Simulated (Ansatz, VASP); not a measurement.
# One calculation of CdSe, two programs

```xyz
2
Lattice="0.0000 3.0288 3.0288 3.0288 0.0000 3.0288 3.0288 3.0288 0.0000" Properties=species:S:1:pos:R:3 pbc="T T T"
Cd    0.0000    0.0000    0.0000
Se    1.5144    1.5144    1.5144
```

Change from the starting cell: volume scaled by 0.96.

Alike in both runs: task single point; functional LDA; k mesh 8 × 8 × 8; occupations fermi-dirac, width 0.03 eV; no spin polarisation.

|  | VASP | Ansatz |
| --- | --- | --- |
| version | VASP 6.6.1 | Ansatz 0.2.0 |
| potentials or method | VASP PAW LDA potentials, release 64 (Cd, Se), cutoff 520 eV | all-electron LAPW, scalar-relativistic |

```csv
,VASP,Ansatz,Ansatz less VASP
pressure (GPa),-0.9,-1.3,-0.42
```

Ansatz ran all-electron here, so the differences hold the error of VASP's frozen core and of both bases.
